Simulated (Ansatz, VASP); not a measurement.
BAs in VASP and in Ansatz

INCAR

```
SYSTEM = BAs
ALGO = Fast ; EDIFF = 1E-6
ENCUT = 520 ; GGA = PS
ISIF = 2 ; ISMEAR = 0
LASPH = .True. ; LCHARG = .False.
LREAL = .False. ; LWAVE = .False.
NBANDS = 11 ; NELM = 80
PREC = Accurate ; SIGMA = 0.05
```

File KPOINTS:

```
k-points
0
Gamma
  12 12 12
  0 0 0
```

POSCAR

```
BAs
1.0
    0.0000000000      2.5214610880      2.1432419248
    2.5214610880      0.0000000000      2.1432419248
    2.5214610880      2.5214610880      0.0000000000
B As
1 1
Direct
    0.0000000000      0.0000000000      0.0000000000
    0.7500000000      0.7500000000      0.7500000000
```

Input for Ansatz:

```yaml
crystal:
  lattice:
    - [0.0, 2.521461088, 2.1432419248]
    - [2.521461088, 0.0, 2.1432419248]
    - [2.521461088, 2.521461088, 0.0]
  atoms:
    - { symbol: B, position: [0.0, 0.0, 0.0] }
    - { symbol: As, position: [0.75, 0.75, 0.75] }
basis:
  ecutwfc: 420
kpoints:
  mp_grid: { grid: [12, 12, 12] }
hamiltonian:
  xc: pbesol
scf:
  occupations: { method: gaussian, width: 0.05 }
output:
  forces: true
  stress: true
  eigenvalues: true
```

Alike in both runs: task single point; functional PBEsol; k mesh 12 × 12 × 12; occupations gaussian, width 0.05 eV; no spin polarisation.

```csv
,VASP,Ansatz
version,VASP 6.6.1,Ansatz 0.2.0
potentials or method,"VASP PAW PBE potentials, release 64 (B, As)","scalar-relativistic, plane waves, PAW"
plane-wave cutoff (eV),520,420
valence electrons in the cell,8,18
```

```csv
,VASP,Ansatz,Ansatz less VASP
gap on the k mesh at the Fermi level (eV),none,none,-
pressure (GPa),-0.6,-1.5,-0.81
largest component of the traceless stress (GPa),15.21,15.37,+0.157
```

A gap of «none» marks a metal or a gap that the smearing closes. The two sets of potentials don't hold the same shells in valence.

Caveats: the PAW data sets were made with another functional, which shifts forces and pressure a little (VASP).
